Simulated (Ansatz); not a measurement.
A relaxation computed with Ansatz, from input to last step.

```yaml
crystal:
  lattice:
    - [2.90301778, -5.02817426, 0.0]
    - [2.90301778, 5.02817426, 0.0]
    - [0.0, 0.0, 9.28965688]
  atoms:
    - { symbol: Al, position: [0.3355093365, 0.1720186479, 0.1238271451] }
    - { symbol: Al, position: [0.3354681923, 0.1635658896, 0.6238042865] }
    - { symbol: Al, position: [0.8313227082, 0.1604551905, 0.6221513902] }
    - { symbol: Al, position: [0.3250139588, 0.6642426107, 0.6273171508] }
    - { symbol: Al, position: [0.8320598748, 0.667241605, 0.6265994093] }
    - { symbol: Al, position: [0.662869776, 0.3301377174, 0.8754007006] }
    - { symbol: Al, position: [0.6616987398, 0.8357646339, 0.3734183716] }
    - { symbol: Al, position: [0.6697471872, 0.8356675868, 0.8786994953] }
    - { symbol: Ti, position: [0.8303496226, 0.1609451443, 0.125738755] }
    - { symbol: Ti, position: [0.3303130631, 0.6656526499, 0.1270369223] }
    - { symbol: Ti, position: [0.8315835495, 0.6661907228, 0.1238155528] }
    - { symbol: Ti, position: [0.6697662268, 0.3300680318, 0.3708690498] }
    - { symbol: Ti, position: [0.1669766386, 0.3310633382, 0.3732329012] }
    - { symbol: Ti, position: [0.1637205488, 0.3319730332, 0.8730209729] }
    - { symbol: Ti, position: [0.1733214263, 0.8393180706, 0.3694936642] }
    - { symbol: Ti, position: [0.1636046556, 0.8376217108, 0.8757966123] }
  symmetry: { detect: false }
basis:
  ecutwfc: 500
kpoints:
  mp_grid: { grid: [3, 3, 2], shift: [0.0, 0.0, 0.5] }
hamiltonian:
  xc: r2scan
scf:
  occupations: { method: gaussian, width: 0.1 }
  lower_state_search: "off"
output:
  forces: true
  stress: true
  eigenvalues: true
relax:
  adjacent_minimum: "off"
  f_tol: 0.04
  max_steps: 50
  cell: { stress_tol: 0.3 }
```

```bash
ansatz run input.yaml --threads 4 --pin off --max-ram 9216MiB --backend cpu --events-out ev --progress --plain --runs-dir out
```

These are results of Ansatz, DFT r2SCAN, scalar-relativistic, plane waves, PAW, not measurements.

Of 6 frames 6 are shown, positions in Å and forces in eV/Å; the SCF threshold varies from step to step. Steps run on the plane waves of an earlier cell, with a Pulay correction in the pressure. The basis is chosen afresh for the last frame, the zero of the energies, and at times for earlier ones too; energy and pressure step there, also at an unchanged geometry. The mark taken_back stands on steps that the optimiser undid.

```xyz
16
Lattice="2.9030 -5.0282 0.0000 2.9030 5.0282 0.0000 0.0000 0.0000 9.2897" Properties=species:S:1:pos:R:3:forces:R:3 pbc="T T T" step=1 free_energy_over_end_meV_per_atom=20.00 pressure_GPa=-4.41
Al    1.4734   -0.8221    1.1503   -0.1533   -0.0334   -0.0118
Al    1.4487   -0.8644    5.7949    0.0701    0.0993   -0.1050
Al    2.8791   -3.3732    5.7796    0.2792    0.1653   -0.0007
Al    2.8718    1.7057    5.8276   -0.1442    0.0331   -0.1845
Al    4.3525   -0.8287    5.8209   -0.0493   -0.2914   -0.2970
Al    2.8827   -1.6730    8.1322    0.0154    0.0329   -0.2469
Al    4.3472    0.8752    3.4689    0.0071   -0.3685    0.1530
Al    4.3702    0.8343    8.1628   -0.3671    0.2179   -0.3137
Ti    2.8777   -3.3659    1.1681   -0.1979   -0.1230   -0.1604
Ti    2.8913    1.6861    1.1801    0.1649   -0.0984    0.3022
Ti    4.3481   -0.8316    1.1502    0.0544    0.3537    0.0531
Ti    2.9025   -1.7081    3.4452   -0.0217    0.2862    0.0591
Ti    1.4458    0.8251    3.4672    0.1109   -0.0839    0.0915
Ti    1.4390    0.8460    8.1101    0.2723    0.0463    0.2623
Ti    2.9397    3.3487    3.4325   -0.0582    0.1451    0.3411
Ti    2.9066    3.3891    8.1358    0.0175   -0.3813    0.0577
16
Lattice="2.8105 -4.8747 -0.0090 2.8565 4.9013 -0.0012 -0.0164 0.0072 8.9033" Properties=species:S:1:pos:R:3:forces:R:3 pbc="T T T" step=2 free_energy_over_end_meV_per_atom=26.72 pressure_GPa=6.94 taken_back
Al    1.3713   -0.8069    1.1061    0.1718   -0.0286   -0.0326
Al    1.4241   -0.7952    5.5452   -0.0745   -0.0037    0.2819
Al    2.8692   -3.2274    5.5352   -0.2345   -0.1671    0.0659
Al    2.7998    1.6588    5.5209    0.1926   -0.1683    0.4479
Al    4.2443   -0.8556    5.4792   -0.0708    0.2834    0.7341
Al    2.8041   -1.5974    7.7186   -0.0654    0.0224    0.0982
Al    4.2728    0.7914    3.3855    0.0297    0.5075   -0.0353
Al    4.1698    0.8805    7.6920    0.5282   -0.3680    0.1571
Ti    2.7365   -3.2605    1.0702   -0.0227    0.3060    0.2294
Ti    2.8457    1.6407    1.2305   -0.1040    0.1292   -0.3431
Ti    4.2290   -0.7060    1.0918   -0.3700   -0.4107   -0.1251
Ti    2.8055   -1.5846    3.3001    0.0926   -0.3099   -0.2750
Ti    1.4304    0.8102    3.3467   -0.1379   -0.1482   -0.1900
Ti    1.4449    0.8348    7.8444   -0.4405   -0.0842   -0.2969
Ti    2.8603    3.3040    3.3941    0.4050   -0.2139   -0.8703
Ti    2.8267    3.2248    7.7969    0.1003    0.6537    0.1538
16
Lattice="2.8481 -4.9622 -0.0076 2.8974 4.9907 0.0015 -0.0097 0.0084 9.1149" Properties=species:S:1:pos:R:3:forces:R:3 pbc="T T T" step=3 free_energy_over_end_meV_per_atom=0.54 pressure_GPa=-0.40
Al    1.4084   -0.8100    1.1283    0.0519   -0.0272   -0.0202
Al    1.4331   -0.8230    5.6934    0.0334    0.0221   -0.0758
Al    2.8688   -3.3028    5.6662    0.0711    0.0457   -0.0228
Al    2.8432    1.6956    5.7027   -0.0062   -0.0062   -0.0408
Al    4.3029   -0.8322    5.6710   -0.0166   -0.0799   -0.0652
Al    2.8422   -1.6296    7.9396   -0.0127    0.0200   -0.0868
Al    4.3243    0.8542    3.4393    0.0284   -0.0749    0.0515
Al    4.2906    0.8678    7.9299   -0.1101    0.0591   -0.0194
Ti    2.7822   -3.3158    1.1160   -0.0817    0.0749    0.0198
Ti    2.8643    1.6763    1.2036    0.0732    0.0159    0.0215
Ti    4.2691   -0.7458    1.1184   -0.0332   -0.0541    0.0159
Ti    2.8664   -1.6466    3.3699    0.0232    0.0431   -0.0257
Ti    1.4586    0.8174    3.4050   -0.0750   -0.0847    0.1014
Ti    1.4409    0.8540    7.9965    0.0620   -0.0284    0.0222
Ti    2.9352    3.3405    3.4088   -0.0351    0.0962    0.0527
Ti    2.8845    3.3373    7.9927    0.0273   -0.0216    0.0715
16
Lattice="2.8689 -4.9724 -0.0153 2.8788 4.9781 0.0007 -0.0234 0.0148 9.0814" Properties=species:S:1:pos:R:3:forces:R:3 pbc="T T T" step=4 free_energy_over_end_meV_per_atom=-0.04 pressure_GPa=0.03
Al    1.4164   -0.8144    1.1199   -0.0131   -0.0052   -0.0068
Al    1.4420   -0.8228    5.6554   -0.0501   -0.0081    0.0643
Al    2.8937   -3.3059    5.6377   -0.0054    0.0030    0.0084
Al    2.8385    1.6856    5.6791    0.0109    0.0026   -0.0298
Al    4.3087   -0.8564    5.6351    0.0169    0.0018    0.0149
Al    2.8327   -1.6302    7.8879   -0.0220    0.0186   -0.0196
Al    4.3154    0.8309    3.4328    0.0139   -0.0163    0.0035
Al    4.2585    0.8659    7.8930    0.0086   -0.0088   -0.0126
Ti    2.7898   -3.3143    1.1064    0.0008   -0.0174    0.0150
Ti    2.8755    1.6591    1.2084   -0.0437    0.0366   -0.0429
Ti    4.2724   -0.7713    1.1057   -0.0272    0.0592    0.0176
Ti    2.8598   -1.6496    3.3461    0.0069    0.0009    0.0154
Ti    1.4360    0.8048    3.4001    0.0307    0.0185   -0.0429
Ti    1.4236    0.8566    7.9725    0.0267   -0.0191    0.0103
Ti    2.9046    3.3370    3.3972    0.0208   -0.0299   -0.0023
Ti    2.8566    3.3319    7.9689    0.0255   -0.0361    0.0075
16
Lattice="2.8559 -4.9716 -0.0161 2.8850 4.9884 0.0000 -0.0257 0.0149 9.0857" Properties=species:S:1:pos:R:3:forces:R:3 pbc="T T T" step=5 free_energy_over_end_meV_per_atom=-0.20 pressure_GPa=-0.02
Al    1.4072   -0.8108    1.1219    0.0032   -0.0002   -0.0078
Al    1.4294   -0.8219    5.6650   -0.0079    0.0024   -0.0082
Al    2.8835   -3.3007    5.6395    0.0032   -0.0019   -0.0024
Al    2.8380    1.6902    5.6753   -0.0004   -0.0007    0.0132
Al    4.3040   -0.8484    5.6395    0.0018    0.0016   -0.0037
Al    2.8256   -1.6281    7.8875    0.0090   -0.0042    0.0144
Al    4.3148    0.8390    3.4326    0.0050   -0.0032   -0.0044
Al    4.2579    0.8711    7.8915   -0.0056    0.0043    0.0043
Ti    2.7740   -3.3089    1.1059   -0.0018    0.0011    0.0118
Ti    2.8624    1.6758    1.2055    0.0061   -0.0088   -0.0155
Ti    4.2557   -0.7499    1.1066    0.0085    0.0005    0.0052
Ti    2.8590   -1.6468    3.3500   -0.0094   -0.0004   -0.0094
Ti    1.4399    0.8064    3.3978   -0.0063   -0.0108    0.0008
Ti    1.4262    0.8521    7.9763    0.0039    0.0150    0.0007
Ti    2.9111    3.3438    3.3974   -0.0005    0.0131    0.0080
Ti    2.8619    3.3335    7.9762   -0.0089   -0.0077   -0.0070
16
Lattice="2.8559 -4.9716 -0.0161 2.8850 4.9884 0.0000 -0.0257 0.0149 9.0857" Properties=species:S:1:pos:R:3:forces:R:3 pbc="T T T" step=6 free_energy_over_end_meV_per_atom=0.00 pressure_GPa=-0.03
Al    1.4072   -0.8108    1.1219    0.0032   -0.0002   -0.0078
Al    1.4294   -0.8219    5.6650   -0.0080    0.0024   -0.0083
Al    2.8835   -3.3007    5.6395    0.0032   -0.0019   -0.0024
Al    2.8380    1.6902    5.6753   -0.0004   -0.0006    0.0131
Al    4.3040   -0.8484    5.6395    0.0019    0.0015   -0.0037
Al    2.8256   -1.6281    7.8875    0.0090   -0.0042    0.0146
Al    4.3148    0.8390    3.4326    0.0050   -0.0032   -0.0047
Al    4.2579    0.8711    7.8915   -0.0055    0.0042    0.0045
Ti    2.7740   -3.3089    1.1059   -0.0018    0.0011    0.0119
Ti    2.8624    1.6758    1.2055    0.0060   -0.0088   -0.0155
Ti    4.2557   -0.7499    1.1066    0.0085    0.0005    0.0052
Ti    2.8590   -1.6468    3.3500   -0.0093   -0.0005   -0.0096
Ti    1.4399    0.8064    3.3978   -0.0062   -0.0107    0.0007
Ti    1.4262    0.8521    7.9763    0.0039    0.0151    0.0009
Ti    2.9111    3.3438    3.3974   -0.0005    0.0130    0.0078
Ti    2.8619    3.3335    7.9762   -0.0090   -0.0077   -0.0068
```

It took 110 s on 4 threads of Intel(R) Xeon(R) Platinum 8259CL CPU @ 2.50GHz (Skylake/Cascade Lake), on a shared host, peak memory 1.4 GiB.

The k mesh is coarse.